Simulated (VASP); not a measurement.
# TiTe2 in VASP: notebook

One slab, TiTe2, is run at these levels: PBE; tasks: single point.

All numbers are computed with VASP 6.6.1; they aren't measurements. Logs are shortened: lines on timing, memory, paths and dates and some standing lists are left out, and cuts for length are marked.

### Step 1. Starting point

The cell holds a slab with vacuum, 6 atoms: a = 3.777 Å, b = 3.777 Å, c = 21.913 Å, α = 90.00°, β = 90.00°, γ = 120.00°.

### Step 2. Single point, PBE

Contents of INCAR:

```
SYSTEM = TiTe2
ALGO     = Normal         ! electronic algorithm
DIPOL    = 0.5 0.5 0.500
EDIFF    = 1E-7           ! SCF threshold, eV
ENCUT    = 650            ! plane-wave cutoff, eV
GGA      = PE             ! functional
IDIPOL   = 3            
ISIF     = 2              ! what is computed and relaxed
ISMEAR   = 0              ! smearing method
LASPH    = .True.         ! aspherical terms in the spheres
LCHARG   = .False.        ! write CHGCAR
LDIPOL   = .True.       
LREAL    = .False.        ! projectors in reciprocal space
LVACPOTAV= .True.       
LVHAR    = .True.       
LWAVE    = .False.        ! write WAVECAR
NBANDS   = 38             ! bands
NELM     = 120            ! most SCF steps
PREC     = Accurate       ! precision mode
SIGMA    = 0.05           ! smearing width, eV
```

Contents of KPOINTS:

```
k-points
0
Gamma
  3 3 1
  0 0 0
```

Contents of POSCAR:

```
TiTe2
1.0
    3.7770008876      0.0000000000      0.0000000000
   -1.8885004438      3.2709787188      0.0000000000
    0.0000000000      0.0000000000     21.9133488000
Te Ti
4 2
Direct
    0.3333333333      0.6666666666      0.2738057088
    0.6666666667      0.3333333334      0.4296627086
    0.3333333333      0.6666666666      0.5703372914
    0.6666666667      0.3333333334      0.7261942912
    0.0000000000      0.0000000000      0.3517342087
    0.0000000000      0.0000000000      0.6482657913
```

Potentials or basis: VASP PAW PBE potentials, release 64 (Te, Ti_sv).

Run with:

```
> cat potpaw_PBE.64/Te/POTCAR potpaw_PBE.64/Ti_sv/POTCAR > POTCAR
> mpirun -np 1 vasp_std > vasp.out
```

OUTCAR:

```text
SYSTEM = TiTe2
   EDIFF = 1E-7
   ENCUT = 650
   GGA = PE
   ISIF = 2
   ISMEAR = 0
   LASPH = .True.
   LREAL = .False.
   NELM = 120
   PREC = Accurate

 Found      3 irreducible k-points:

 Following reciprocal coordinates:
            Coordinates               Weight
  0.000000  0.000000  0.000000      1.000000
  0.333333  0.000000  0.000000      6.000000
  0.333333  0.333333  0.000000      2.000000
   k-points           NKPTS =      3   k-points in BZ     NKDIM =      3   number of bands    NBANDS=     38
   number of dos      NEDOS =    301   number of ions     NIONS =      6
   total plane-waves  NPLWV = 196608
   dimension x,y,z NGX =    32 NGY =   32 NGZ =  192
   dimension x,y,z NGXF=    64 NGYF=   64 NGZF=  384
   ions per type =               4   2
   NGX,Y,Z   is equivalent  to a cutoff of  14.08, 14.08, 14.57 a.u.
   NGXF,Y,Z  is equivalent  to a cutoff of  28.17, 28.17, 29.13 a.u.
 SYSTEM =  TiTe2
   PREC   = accura    normal or accurate (medium, high low for compatibility)
   ISTART =      0    job   : 0-new  1-cont  2-samecut
   ICHARG =      2    charge: 1-file 2-atom 10-const
   ISPIN  =      1    spin polarized calculation?
   LNONCOLLINEAR =      F non collinear calculations
   LSORBIT =      F    spin-orbit coupling
   LASPH  =      T    aspherical Exc in radial PAW
   ENCUT  =  650.0 eV  47.77 Ry    6.91 a.u.   7.85  7.85 45.55*2*pi/ulx,y,z
   NELM   =    120;   NELMIN=  2; NELMDL= -5     # of ELM steps
   EDIFF  = 0.1E-06   stopping-criterion for ELM
   LREAL  =      F    real-space projection
   EDIFFG = 0.1E-05   stopping-criterion for IOM
   NSW    =      0    number of steps for IOM
   IBRION =     -1    ionic relax: 0-MD 1-quasi-New 2-CG
   NFREE  =      0    steps in history (QN), initial steepest desc. (CG)
   ISIF   =      2    stress and relaxation
   ISYM   =      2    0-nonsym 1-usesym 2-fastsym
   POTIM  = 0.5000    time-step for ionic-motion
   TEBEG  =    0.0;   TEEND  =   0.0 temperature during run
   PSTRESS=    0.0 pullay stress
   NELECT =      48.0000    total number of electrons
   NUPDOWN=      -1.0000    fix difference up-down
   EMIN   =  10.00;   EMAX   =-10.00  energy-range for DOS
   EFERMI =   0.00;   METHOD = LEGACY
   ISMEAR =     0;   SIGMA  =   0.05  broadening in eV -4-tet -1-fermi 0-gaus
   EFERMI_NEDOS =   21; number of points for ismear=-14 and -15
   IALGO  =     38    algorithm
   IMIX   =      4    mixing-type and parameters
     AMIX     =   0.40;   BMIX     =  1.00
     AMIX_MAG =   1.60;   BMIX_MAG =  1.00
  volume/ion in A,a.u.               =      45.12       304.49
  Fermi-wavevector in a.u.,A,eV,Ry     =   0.919695  1.737972 11.508349  0.845840
  Thomas-Fermi vector in A             =   2.044918
   LORBIT       =      0    0 simple, 1 ext, 2 COOP (PROOUT), +10 PAW based schemes
   GGA     = PE    functional components
   LHFCALC =     F    Hartree Fock is set to
   AEXX    =    0.0000 exact exchange contribution
   IVDW    =     0    specifies the selected vdW correction
   LEPSILON=     F    determine dielectric tensor
   LRPA    =     F    only Hartree local field effects (RPA)
 non-spin polarized calculation
 Gauss-broadening in eV      SIGMA  =   0.05
  energy-cutoff  :      650.00
  volume of cell :      270.73
 maximum number of plane-waves:     10218
 NGX is ok and might be reduce to    32
   NGX = 15   NGY = 15   NGZ = 91

 number of electron      48.0000010 magnetization

 dipolmoment           0.000000      0.000000      0.000000 electrons x Angstroem

 Free energy of the ion-electron system (eV)
  ---------------------------------------------------
  ext. energy  EPLUGINS =         0.00000000
  ---------------------------------------------------
  free energy    TOTEN  =       -31.97814296 eV

  energy without entropy =      -31.96092919  energy(sigma->0) =      -31.96953607

 E-fermi :   2.0478     XC(G=0):  -6.3674

 val. band max:        2.0326172595   @ k =   0.3333   0.0000   0.0000
 cond. band min:       2.1667265353   @ k =   0.3333   0.0000   0.0000
 fundamental gap:      0.1341092758
 Fermi energy:         2.0478083624

 k-point     1 :       0.0000    0.0000    0.0000
  band No.  band energies     occupation
      1     -55.3628      2.00000
      2     -55.3628      2.00000
      3     -31.6429      2.00000
      4     -31.6429      2.00000
      5     -31.5985      2.00000
      6     -31.5985      2.00000
      7     -31.5985      2.00000
      8     -31.5985      2.00000
      9     -10.2706      2.00000
     10      -9.9398      2.00000
     11      -9.3217      2.00000
     12      -9.0061      2.00000
     13      -2.7763      2.00000
     14      -1.7746      2.00000
     15       0.1287      2.00000
     16       0.4182      2.00000
     17       0.4182      2.00000
     18       0.4584      2.00000
     19       0.4584      2.00000
     20       1.5483      2.00000
     21       2.4763      0.00000
     22       2.4763      0.00000
     23       2.4823      0.00000
     24       2.4823      0.00000
     25       2.5184      0.00000
     26       2.8938      0.00000
     27       2.8938      0.00000
     28       2.9864      0.00000
     29       3.0609      0.00000
     30       3.0609      0.00000
     31       5.2804      0.00000
     32       5.2804      0.00000
     33       5.4871      0.00000
     34       5.4871      0.00000
     35       6.2719      0.00000
     36       6.6918      0.00000

 k-point     2 :       0.3333    0.0000    0.0000
  band No.  band energies     occupation
      1     -55.3606      2.00000
      2     -55.3606      2.00000
      3     -31.6359      2.00000
      4     -31.6359      2.00000
      5     -31.6297      2.00000
      6     -31.6297      2.00000
      7     -31.6057      2.00000
      8     -31.6057      2.00000
      9      -9.2323      2.00000
     10      -8.9377      2.00000
     11      -8.6379      2.00000
     12      -8.4810      2.00000
     13      -2.0910      2.00000
     14      -1.9870      2.00000
     15      -1.6021      2.00000
     16      -1.2992      2.00000
     17      -1.1332      2.00000
     18      -0.4381      2.00000
     19       0.2426      2.00000
     20       0.3896      2.00000
     21       0.3948      2.00000
     22       1.0450      2.00000
     23       1.1902      2.00000
     24       1.3801      2.00000
     25       2.0326      1.33256
     26       2.1667      0.00077
     27       3.3254      0.00000
     28       3.3811      0.00000
     29       3.3973      0.00000
     30       3.6136      0.00000
     31       4.4581      0.00000
     32       4.8538      0.00000
     33       5.0297      0.00000
     34       5.1889      0.00000
     35       6.8675      0.00000
     36       6.9425      0.00000

 k-point     3 :       0.3333    0.3333    0.0000
  band No.  band energies     occupation
      1     -55.3595      2.00000
      2     -55.3595      2.00000
      3     -31.6320      2.00000
      4     -31.6320      2.00000
      5     -31.6275      2.00000
      6     -31.6275      2.00000
      7     -31.6274      2.00000
      8     -31.6274      2.00000
      9      -8.3739      2.00000
     10      -8.3739      2.00000
     11      -8.1756      2.00000
     12      -8.1756      2.00000
     13      -2.1010      2.00000
     14      -1.9241      2.00000
     15      -1.9241      2.00000
     16      -1.7743      2.00000
     17      -1.5563      2.00000
     18      -1.5563      2.00000
     19      -0.8941      2.00000
     20      -0.5200      2.00000
     21      -0.0872      2.00000
     22      -0.0872      2.00000
     23       0.2533      2.00000
     24       0.2533      2.00000
     25       3.0414      0.00000
     26       3.0446      0.00000
     27       3.1933      0.00000
     28       3.1933      0.00000
     29       3.4178      0.00000
     30       3.4178      0.00000
     31       4.3180      0.00000
     32       4.3180      0.00000
     33       4.7765      0.00000
     34       4.7765      0.00000
     35       6.4327      0.00000
     36       7.7347      0.00000
 [bands above 36 left out]

------------------------ aborting loop because EDIFF is reached ----------------------------------------

  FORCE on cell =-STRESS in cart. coord.  units (eV):
  Direction    XX          YY          ZZ          XY          YZ          ZX
  --------------------------------------------------------------------------------------
  -------------------------------------------------------------------------------------
  Total        0.5137722      0.5137722      2.0737113     -0.0000000      0.0000000      0.0000000
  in kB        3.0405184      3.0405184     12.2722816     -0.0000000      0.0000000      0.0000000
  external PRESSURE =       6.1177728 kB  Pullay stress =       0.0000000 kB

 VOLUME and BASIS-vectors are now :
 -----------------------------------------------------------------------------
  energy-cutoff  :      650.00
  volume of cell :      270.73
      direct lattice vectors                 reciprocal lattice vectors
     3.777000888  0.000000000  0.000000000     0.264760330  0.152859448  0.000000000
    -1.888500444  3.270978719  0.000000000     0.000000000  0.305718895  0.000000000
     0.000000000  0.000000000 21.913348800     0.000000000  0.000000000  0.045634285

 POSITION                                       TOTAL-FORCE (eV/Angst)
 -----------------------------------------------------------------------------------
     -0.00000      2.18065      6.00000         0.000000     -0.000000     -0.333853
      1.88850      1.09033      9.41535         0.000000      0.000000     -0.182849
     -0.00000      2.18065     12.49800        -0.000000     -0.000000      0.182849
      1.88850      1.09033     15.91335        -0.000000      0.000000      0.333853
      0.00000      0.00000      7.70767        -0.000000     -0.000000      0.272993
      0.00000      0.00000     14.20567         0.000000      0.000000     -0.272993
 -----------------------------------------------------------------------------------
    total drift:                                0.000000     -0.000000      0.000000

  FREE ENERGIE OF THE ION-ELECTRON SYSTEM (eV)
  ---------------------------------------------------
  free  energy   TOTEN  =       -31.9781429626 eV

  energy  without entropy=      -31.9609291860  energy(sigma->0) =      -31.96953607

 vacuum level on the upper side and lower side of the slab         6.970         6.970
```

Wall time 65 s (1 thread of AMD EPYC 9R45 (Zen 5), shared host); peak memory 0.41 GiB.

These settings aren't checked as converged: the numbers below hold their error.

Results:

| Item | Value |
| --- | --- |
| Free energy | -31.9781 eV |
| Largest force | 0.334 eV/Å |
| Band gap on the k mesh | none (metal or under the smearing width) |
| Work function of the upper face | 4.92 eV |
| Work function of the lower face | 4.92 eV |

Caveat: the k mesh is coarse (spacing up to 0.64 Å⁻¹), so the values aren't converged.

(Continued in part 2 of 2.)
